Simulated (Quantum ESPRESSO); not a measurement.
# GaSb (F-43m) in Quantum ESPRESSO: further runs, part 2 of 2

Quantum ESPRESSO 7.5. Earlier steps stand in the parts before.

### 3 Single point, vdW-DF-C09, 26.91 Å³/atom

File pw.in:

```
&CONTROL
  calculation = 'scf'
  prefix = 'pwscf'
  outdir = './tmp'
  pseudo_dir = './pseudo'
  tprnfor = .true.
  tstress = .true.
  disk_io = 'nowf'
/
&SYSTEM
  ibrav = 0
  nat = 2
  ntyp = 2
  ecutwfc = 80
  nbnd = 21
  input_dft = 'vdw-df-c09'
  occupations = 'smearing'
  smearing = 'fd'
  degauss = 0.00367493
/
&ELECTRONS
  conv_thr = 4d-10
  electron_maxstep = 120
  mixing_beta = 0.5
/
ATOMIC_SPECIES
Sb   121.7600 Sb.upf
Ga    69.7230 Ga.upf
CELL_PARAMETERS angstrom
   0.0000000000    2.9965539066    2.9965539066
   2.9965539066    0.0000000000    2.9965539066
   2.9965539066    2.9965539066    0.0000000000
ATOMIC_POSITIONS crystal
Sb     0.7500000000    0.7500000000    0.7500000000
Ga     0.0000000000    0.0000000000    0.0000000000
K_POINTS automatic
8 8 8 0 0 0
```

Potentials or basis: PseudoDojo 0.4.1 SR PBE standard.

Launch:

```sh
OMP_NUM_THREADS=1 pw.x -in pw.in > pw.out
```

It took 1.7 min on 1 thread of Intel Xeon Platinum 8488C (Sapphire Rapids), shared host; peak memory 0.16 GiB.

It converged, with:

| Property | Result |
| --- | --- |
| Free energy | -4547.4458 eV |
| Pressure | 3.2 GPa |
| Band gap on the k mesh | 0.34 eV, direct |

Caveat: the potentials were made for another functional, which shifts forces and pressure; spin-orbit coupling is left out, which moves the levels of the heavy elements.

### 4 Single point, vdW-DF-C09, 27.48 Å³/atom

pw.in: that of step 3 with these lines changed.

```diff
@@ -29,5 +29,5 @@
 CELL_PARAMETERS angstrom
-   0.0000000000    2.9965539066    2.9965539066
-   2.9965539066    0.0000000000    2.9965539066
-   2.9965539066    2.9965539066    0.0000000000
+   0.0000000000    3.0176570942    3.0176570942
+   3.0176570942    0.0000000000    3.0176570942
+   3.0176570942    3.0176570942    0.0000000000
 ATOMIC_POSITIONS crystal
```

Launch:

```sh
OMP_NUM_THREADS=1 pw.x -in pw.in > pw.out
```

Wall time 1.7 min (1 thread of Intel Xeon Platinum 8488C (Sapphire Rapids), shared host); peak memory 0.16 GiB.

Results (log left out):

| Property | Result |
| --- | --- |
| Free energy | -4547.4647 eV |
| Pressure | 1.9 GPa |
| Band gap on the k mesh | 0.18 eV, direct |

Caveat: the potentials were made for another functional, which shifts forces and pressure; spin-orbit coupling is left out, which moves the levels of the heavy elements.

### 5 Single point, vdW-DF-C09, 28.05 Å³/atom

pw.in: that of step 4 with these lines changed.

```diff
@@ -29,5 +29,5 @@
 CELL_PARAMETERS angstrom
-   0.0000000000    3.0176570942    3.0176570942
-   3.0176570942    0.0000000000    3.0176570942
-   3.0176570942    3.0176570942    0.0000000000
+   0.0000000000    3.0384691801    3.0384691801
+   3.0384691801    0.0000000000    3.0384691801
+   3.0384691801    3.0384691801    0.0000000000
 ATOMIC_POSITIONS crystal
```

Launch:

```sh
OMP_NUM_THREADS=1 pw.x -in pw.in > pw.out
```

It took 1.8 min on 1 thread of Intel Xeon Platinum 8488C (Sapphire Rapids), shared host; peak memory 0.18 GiB.

The run converged. Its results:

```
Free energy            : -4547.4748 eV
Pressure               : 0.7 GPa
Band gap on the k mesh : none (metal or under the smearing width)
```

Caveat: the potentials were made for another functional, which shifts forces and pressure.

### 6 Single point, vdW-DF-C09, 28.62 Å³/atom

pw.in: that of step 5 with these lines changed.

```diff
@@ -29,5 +29,5 @@
 CELL_PARAMETERS angstrom
-   0.0000000000    3.0384691801    3.0384691801
-   3.0384691801    0.0000000000    3.0384691801
-   3.0384691801    3.0384691801    0.0000000000
+   0.0000000000    3.0590000000    3.0590000000
+   3.0590000000    0.0000000000    3.0590000000
+   3.0590000000    3.0590000000    0.0000000000
 ATOMIC_POSITIONS crystal
```

Potentials or basis: PseudoDojo 0.4.1 SR PBE standard.

Launch:

```sh
OMP_NUM_THREADS=1 pw.x -in pw.in > pw.out
```

Run time: 1.8 min. Hardware: 1 thread of Intel Xeon Platinum 8488C (Sapphire Rapids), shared host; peak memory 0.18 GiB.

The run converged. Its results:

- Free energy: -4547.4769 eV
- Pressure: -0.3 GPa
- Band gap on the k mesh: none (metal or under the smearing width)

Caveat: the potentials were made for another functional, which shifts forces and pressure.

### 7 Single point, vdW-DF-C09, 29.20 Å³/atom

pw.in: that of step 6 with these lines changed.

```diff
@@ -29,5 +29,5 @@
 CELL_PARAMETERS angstrom
-   0.0000000000    3.0590000000    3.0590000000
-   3.0590000000    0.0000000000    3.0590000000
-   3.0590000000    3.0590000000    0.0000000000
+   0.0000000000    3.0792588685    3.0792588685
+   3.0792588685    0.0000000000    3.0792588685
+   3.0792588685    3.0792588685    0.0000000000
 ATOMIC_POSITIONS crystal
```

Launch:

```sh
OMP_NUM_THREADS=1 pw.x -in pw.in > pw.out
```

Run time: 1.8 min. Hardware: 1 thread of Intel Xeon Platinum 8488C (Sapphire Rapids), shared host; peak memory 0.18 GiB.

Results (log left out):

| Property | Result |
| --- | --- |
| Free energy | -4547.4718 eV |
| Pressure | -1.3 GPa |
| Band gap on the k mesh | none (metal or under the smearing width) |

Caveat: the potentials were made for another functional, which shifts forces and pressure.

### 8 Single point, vdW-DF-C09, 29.77 Å³/atom

pw.in: that of step 7 with these lines changed.

```diff
@@ -29,5 +29,5 @@
 CELL_PARAMETERS angstrom
-   0.0000000000    3.0792588685    3.0792588685
-   3.0792588685    0.0000000000    3.0792588685
-   3.0792588685    3.0792588685    0.0000000000
+   0.0000000000    3.0992546163    3.0992546163
+   3.0992546163    0.0000000000    3.0992546163
+   3.0992546163    3.0992546163    0.0000000000
 ATOMIC_POSITIONS crystal
```

Launch:

```sh
OMP_NUM_THREADS=1 pw.x -in pw.in > pw.out
```

Run time: 1.8 min. Hardware: 1 thread of Intel Xeon Platinum 8488C (Sapphire Rapids), shared host; peak memory 0.19 GiB.

Results (log left out):

```
Free energy            : -4547.4604 eV
Pressure               : -2.1 GPa
Band gap on the k mesh : none (metal or under the smearing width)
```

Caveat: the potentials were made for another functional, which shifts forces and pressure.

### 9 Single point, vdW-DF-C09, 30.34 Å³/atom

pw.in: that of step 8 with these lines changed.

```diff
@@ -29,5 +29,5 @@
 CELL_PARAMETERS angstrom
-   0.0000000000    3.0992546163    3.0992546163
-   3.0992546163    0.0000000000    3.0992546163
-   3.0992546163    3.0992546163    0.0000000000
+   0.0000000000    3.1189956238    3.1189956238
+   3.1189956238    0.0000000000    3.1189956238
+   3.1189956238    3.1189956238    0.0000000000
 ATOMIC_POSITIONS crystal
```

Potentials or basis: PseudoDojo 0.4.1 SR PBE standard.

Launch:

```sh
OMP_NUM_THREADS=1 pw.x -in pw.in > pw.out
```

Run time: 1.8 min. Hardware: 1 thread of Intel Xeon Platinum 8488C (Sapphire Rapids), shared host; peak memory 0.19 GiB.

The run converged. Its results:

* Free energy: -4547.4432 eV
* Pressure: -2.9 GPa
* Band gap on the k mesh: none (metal or under the smearing width)

Caveat: the potentials were made for another functional, which shifts forces and pressure.

### 10 Equation of state, vdW-DF-C09

Potentials or basis: PseudoDojo 0.4.1 SR PBE standard.

No new run: the results of the series are fitted here.

What came out:

| Item | Value |
| --- | --- |
| Equilibrium volume | 28.50 Å³/atom |
| Bulk modulus | 51 GPa |
| Pressure derivative of the bulk modulus | 4.4 |

Energy against volume, from the lowest point:
```tsv
volume (Å³/atom)	energy (meV/atom)
26.907	15.53
27.480	6.06
28.052	1.05
28.625	0.00
29.197	2.51
29.770	8.25
30.342	16.83
```

Caveat: the potentials were made for another functional, which shifts forces and pressure.

### 11 Comparison with measurements

Step 2. A measured gap of GaSb is 0.811 eV (direct; 4.2 K; a printed reference work, data compilation); the calculated 0.00 eV misses it by -0.81 eV. Spin-orbit coupling on Ga, Sb is left out. The value is that of PBE on a finite k mesh, which can miss the band edges, without temperature or zero-point motion. Semilocal functionals fall short of measured gaps as a rule.
